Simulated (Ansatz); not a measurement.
# MnO: the cost of one run

Program: Ansatz 0.2.0. Level of theory: DFT PBE+U (U_eff = 3 eV on Mn d), plane waves, PAW. These are calculated values, not measurements.

### Step 1. Starting point

It takes space group P-6m2 (No. 187, hexagonal). The conventional cell has a = 2.969 Å, b = 2.969 Å, c = 2.898 Å, α = 90.00°, β = 90.00°, γ = 120.00°. Mn (site symmetry -6m2) is surrounded by 6 O at 2.24 Å. Around O (site symmetry -6m2) lie 6 Mn at 2.24 Å.

Coordinates:

```xyz
2
Lattice="2.9695 0.0000 0.0000 -1.4847 2.5717 0.0000 0.0000 0.0000 2.8981" Properties=species:S:1:pos:R:3 pbc="T T T"
Mn    0.0000    0.0000    0.0000
O     1.4847    0.8572    1.4490
```

Magnetic order typed: ferromagnetic.

An earlier series on this cell reached its lowest free state from «random orbitals: single harmonics, first filling», perhaps among other starts.

### Step 2. Random orbitals: single harmonics, second filling

The input, input.yaml:

```yaml
crystal:
  lattice:
    - [2.96948591, 0.0, 0.0]
    - [-1.48474296, 2.57165023, 0.0]
    - [0.0, 0.0, 2.89807113]
  atoms:
    - { symbol: Mn, position: [0.0, 0.0, 0.0], spin: 1.0, spin_axis: [0.0, 0.0, 1.0] }
    - { symbol: O, position: [0.6666666667, 0.3333333333, 0.5] }
basis:
  ecutwfc: 420
  ecutrho_ratio: 4
kpoints:
  mp_grid: { grid: [7, 7, 7] }
hamiltonian:
  xc: pbe
  hubbard:
    sites:
      - { site: 0, l: d, u_eff: 3.0, starting_ns: [{ occupation_matrix: s0 }] }
    occupation_matrices:
      s0:
        spinor_matrix:
          - [[0.97, 0.0], [0.0, 0.0], [0.0, 0.0], [0.0, 0.0], [0.0, 0.0], [0.0, 0.0], [0.0, 0.0], [0.0, 0.0], [0.0, 0.0], [0.0, 0.0]]
          - [[0.0, 0.0], [0.97, 0.0], [0.0, 0.0], [0.0, 0.0], [0.0, 0.0], [0.0, 0.0], [0.0, 0.0], [0.0, 0.0], [0.0, 0.0], [0.0, 0.0]]
          - [[0.0, 0.0], [0.0, 0.0], [0.02, 0.0], [0.0, 0.0], [0.0, 0.0], [0.0, 0.0], [0.0, 0.0], [0.0, 0.0], [0.0, 0.0], [0.0, 0.0]]
          - [[0.0, 0.0], [0.0, 0.0], [0.0, 0.0], [0.02, 0.0], [0.0, 0.0], [0.0, 0.0], [0.0, 0.0], [0.0, 0.0], [0.0, 0.0], [0.0, 0.0]]
          - [[0.0, 0.0], [0.0, 0.0], [0.0, 0.0], [0.0, 0.0], [0.97, 0.0], [0.0, 0.0], [0.0, 0.0], [0.0, 0.0], [0.0, 0.0], [0.0, 0.0]]
          - [[0.0, 0.0], [0.0, 0.0], [0.0, 0.0], [0.0, 0.0], [0.0, 0.0], [0.02, 0.0], [0.0, 0.0], [0.0, 0.0], [0.0, 0.0], [0.0, 0.0]]
          - [[0.0, 0.0], [0.0, 0.0], [0.0, 0.0], [0.0, 0.0], [0.0, 0.0], [0.0, 0.0], [0.02, 0.0], [0.0, 0.0], [0.0, 0.0], [0.0, 0.0]]
          - [[0.0, 0.0], [0.0, 0.0], [0.0, 0.0], [0.0, 0.0], [0.0, 0.0], [0.0, 0.0], [0.0, 0.0], [0.97, 0.0], [0.0, 0.0], [0.0, 0.0]]
          - [[0.0, 0.0], [0.0, 0.0], [0.0, 0.0], [0.0, 0.0], [0.0, 0.0], [0.0, 0.0], [0.0, 0.0], [0.0, 0.0], [0.02, 0.0], [0.0, 0.0]]
          - [[0.0, 0.0], [0.0, 0.0], [0.0, 0.0], [0.0, 0.0], [0.0, 0.0], [0.0, 0.0], [0.0, 0.0], [0.0, 0.0], [0.0, 0.0], [0.97, 0.0]]
    ns_hold: until_converged
scf:
  occupations: { method: gaussian, width: 0.05 }
  lower_state_search: "off"
  max_iter: 150
output:
  forces: true
  stress: true
  eigenvalues: true
  populations: true
  hubbard: { sites: [{ site: 0, l: d }] }
magnetization:
  noncollinear: true
  spin_orbit: true
```

The typed matrices put 0.97 on the chosen orbitals and 0.02 on the others, and are held until the SCF converges, then released. This run includes spin–orbit coupling.

Launch:

```console
$ ansatz run input.yaml --threads 2 --pin off --max-ram 3072MiB --backend cpu --events-out ev --progress --plain --runs-dir out
```

What time and memory should one allow on 2 threads of Arm Neoverse N1, shared host?

About 4.5 min, with a peak of 0.75 GiB.
